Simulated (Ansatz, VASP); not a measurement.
# One calculation of MgS, two programs

```xyz
2
Lattice="0.0000 2.4716 2.7317 2.4716 0.0000 2.7317 2.4716 2.4716 0.0000" Properties=species:S:1:pos:R:3 pbc="T T T"
Mg    0.0000    0.0000    0.0000
S     2.4716    2.4716    2.7317
```

Change from the starting cell: strain -0.050 along x and y, +0.050 along z, atoms carried along.

Alike in both runs: task single point; functional PBEsol; k mesh 8 × 8 × 8; occupations gaussian, width 0.05 eV; no spin polarisation.

```csv
,VASP,Ansatz
version,VASP 6.6.1,Ansatz 0.2.0
potentials or method,"VASP PAW PBE potentials, release 64 (Mg, S)","scalar-relativistic, plane waves, PAW"
plane-wave cutoff (eV),520,420
valence electrons in the cell,8,16
```

Ansatz gave:

* gap on the k mesh at the Fermi level (eV): 2.50
* least direct gap on the mesh (eV): 3.80
* pressure (GPa): 5.3
* largest component of the traceless stress (GPa): 8.34

Q: What did VASP give for the same quantities?

A: gap on the k mesh at the Fermi level (eV): 2.51; least direct gap on the mesh (eV): 3.81; pressure (GPa): 5.1; largest component of the traceless stress (GPa): 8.33.

The two sets of potentials don't hold the same shells in valence.

Caveats: the PAW data sets were made with another functional, which shifts forces and pressure a little (VASP). A k mesh can miss the band edges.
